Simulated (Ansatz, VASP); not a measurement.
Mg in VASP and in Ansatz

The input INCAR:

```
PREC     = Accurate       # precision mode
ENCUT    = 520            # plane-wave cutoff, eV
EDIFF    = 1E-6           # SCF threshold, eV
ISMEAR   = -1             # smearing method
SIGMA    = 0.05           # smearing width, eV
LREAL    = False          # projectors in reciprocal space
LASPH    = True           # aspherical terms in the spheres
NELM     = 100            # most SCF steps
ALGO     = Normal         # electronic algorithm
ISIF     = 2              # what is computed and relaxed
LWAVE    = False          # write WAVECAR
LCHARG   = False          # write CHGCAR
GGA      = PE             # functional
NBANDS   = 9              # bands
```

The input KPOINTS:

```
regular mesh
0
Gamma
  10 10 5
```

Contents of POSCAR:

```
Mg
1.0
    3.2515324747      0.0000000000      0.0000000000
   -1.6257662373      2.8159097243      0.0000000000
    0.0000000000      0.0000000000      5.2788644417
Mg
2
Direct
    0.6666666667      0.3333333333      0.7500000000
    0.3333333333      0.6666666667      0.2500000000
```

File input.yaml:

```yaml
crystal:
  lattice:
    - [3.2515324747, 0.0, 0.0]
    - [-1.6257662373, 2.8159097243, 0.0]
    - [0.0, 0.0, 5.2788644417]
  atoms:
    - { symbol: Mg, position: [0.6666666667, 0.3333333333, 0.75] }
    - { symbol: Mg, position: [0.3333333333, 0.6666666667, 0.25] }
kpoints:
  mp_grid: { grid: [10, 10, 5] }
scf:
  occupations: { method: fermi_dirac, width: 0.05 }
hamiltonian:
  xc: pbe
  pseudopotentials: { kind: all_electron, lapw: { basis_error: 0.0005 } }
output:
  forces: true
  stress: true
  eigenvalues: true
```

Change from the starting cell: volume scaled by 1.04.

Alike in both runs: task single point; functional PBE; k mesh 10 × 10 × 5; occupations fermi-dirac, width 0.05 eV; no spin polarisation.

```csv
,VASP,Ansatz
version,VASP 6.6.1,Ansatz 0.2.0
potentials or method,"VASP PAW PBE potentials, release 64 (Mg)","all-electron LAPW, scalar-relativistic"
plane-wave cutoff (eV),520,see its input
```

|  | VASP | Ansatz | Ansatz less VASP |
| --- | --- | --- | --- |
| gap on the k mesh at the Fermi level (eV) | none | none | - |
| pressure (GPa) | -1.7 | -1.6 | +0.11 |
| largest component of the traceless stress (GPa) | 0.82 | 0.82 | +0.001 |

A gap of «none» marks a metal or a gap that the smearing closes. Ansatz ran all-electron here, so the differences hold the error of VASP's frozen core and of both bases.
